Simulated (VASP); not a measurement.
Write the native input for VASP 6.6.1 that does the following.

* Task: relaxation of the atoms
* Functional: PBE
* Dispersion: D3(BJ)
* Potentials or basis: VASP PAW PBE potentials, release 64 (Zn, S)
* Cutoff: 600 eV
* k mesh: 10 × 10 × 10
* Occupations: gaussian, width 0.03 eV
* Spin: no spin polarisation
* Further INCAR settings: ALGO = Normal; EDIFF = 1e-07; IBRION = 2; EDIFFG = -0.01; NSW = 40

The structure of ZnS lies in POSCAR:

```
ZnS                                     
1.0
    0.0000000000      2.6533517706      2.6533517706
    2.6533517706      0.0000000000      2.6533517706
    2.6533517706      2.6533517706      0.0000000000
  Zn              S             
     1     1
Direct
     0.2500000000000000    0.2500000000000000    0.2500000000000000
     0.0000000000000000    0.0000000000000000    0.0000000000000000
```

The cell isn't the ideal one: a relaxed cell with its volume scaled by 0.96.

These files were run (other wordings do the same):

INCAR

```
SYSTEM = ZnS
PREC = Accurate ; ENCUT = 600
EDIFF = 1E-7 ; ISMEAR = 0
SIGMA = 0.03 ; LREAL = .FALSE.
LASPH = .TRUE. ; NELM = 80
ALGO = Normal ; ISIF = 2
LWAVE = .FALSE. ; LCHARG = .FALSE.
GGA = PE ; IVDW = 12
IBRION = 2 ; NSW = 40
EDIFFG = -0.01
```

KPOINTS

```
regular mesh
0
G
  10 10 10
  0 0 0
```

Potentials or basis: VASP PAW PBE potentials, release 64 (Zn, S).

The run is started by

```sh
$ cat potpaw_PBE.64/Zn/POTCAR potpaw_PBE.64/S/POTCAR > POTCAR
$ mpirun -np 1 vasp_std > vasp.out
```

It gave:

The pressure after relaxing is 3.4 GPa, the band gap on the k mesh is 2.36 eV, direct and the dispersion energy per atom is -0.327 eV.

Caveat: the relaxation stopped at its first step, so nothing moved.

Run time: 23 s on 1 thread of Intel(R) Xeon(R) 6975P-C (Granite Rapids), on a shared host, peak memory 0.19 GiB.
